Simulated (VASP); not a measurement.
Set up this calculation in VASP 6.6.1, as the native input.

* Task: relaxation of cell and atoms
* Functional: PBE
* Potentials or basis: VASP PAW PBE potentials, release 64 (Li_sv, O)
* Cutoff: 600 eV
* k mesh: 8 × 8 × 8
* Occupations: gaussian, width 0.02 eV
* Spin: no spin polarisation
* Dipole correction: no
* Further INCAR settings: ALGO = Normal; EDIFF = 1e-07; IBRION = 2; EDIFFG = -0.01; NSW = 100; ISIF = 3

The structure of Li2O lies in POSCAR:

```
Li2O
1.0
    0.0000000000      2.3268544700      2.3268544700
    2.3268544700      0.0000000000      2.3268544700
    2.3268544700      2.3268544700      0.0000000000
Li O
2 1
Direct
    0.7500000000      0.7500000000      0.7500000000
    0.2500000000      0.2500000000      0.2500000000
    0.0000000000      0.0000000000      0.0000000000
```

The cell comes from a database or a generator and needn't be the stable form of this composition.

These files were run (other wordings do the same):

INCAR

```
  PREC = Accurate
  ENCUT = 600
  EDIFF = 1E-7
  ISMEAR = 0
  SIGMA = 0.02
  LREAL = F
  LASPH = T
  NELM = 100
  ALGO = Normal
  ISIF = 3
  LWAVE = F
  LCHARG = F
  GGA = PE
  IBRION = 2
  NSW = 100
  EDIFFG = -0.01
```

KPOINTS

```
regular mesh
0
Gamma
  8 8 8
```

Potentials or basis: VASP PAW PBE potentials, release 64 (Li_sv, O).

Command:

```sh
$ cat potpaw_PBE.64/Li_sv/POTCAR potpaw_PBE.64/O/POTCAR > POTCAR
$ mpirun -np 1 vasp_std > vasp.out
```

It gave:

```yaml
Relaxed_volume: 8.21 Å³/atom
Relaxed_cell: a = 3.266 Å, b = 3.266 Å, c = 3.266 Å, α = 60.00°, β = 60.00°, γ = 60.00°
Space_group_after_relaxing_to_0.05_Å: Fm-3m (No. 225)
Energy_gained_by_relaxing: 1.0 meV/atom
Ionic_steps: 3
Pressure_after_relaxing: 0.0 GPa
Band_gap_on_the_k_mesh: 4.98 eV, indirect (least direct gap 5.28 eV)
```

Caveat: the cutoff is under 1.25 times the usual one of these potentials, so pressure, stress and relaxed cells hold a basis-set (Pulay) error.

Run time: 12 s on 1 thread of Intel(R) Xeon(R) 6975P-C (Granite Rapids) (shared host), peak memory 0.14 GiB.
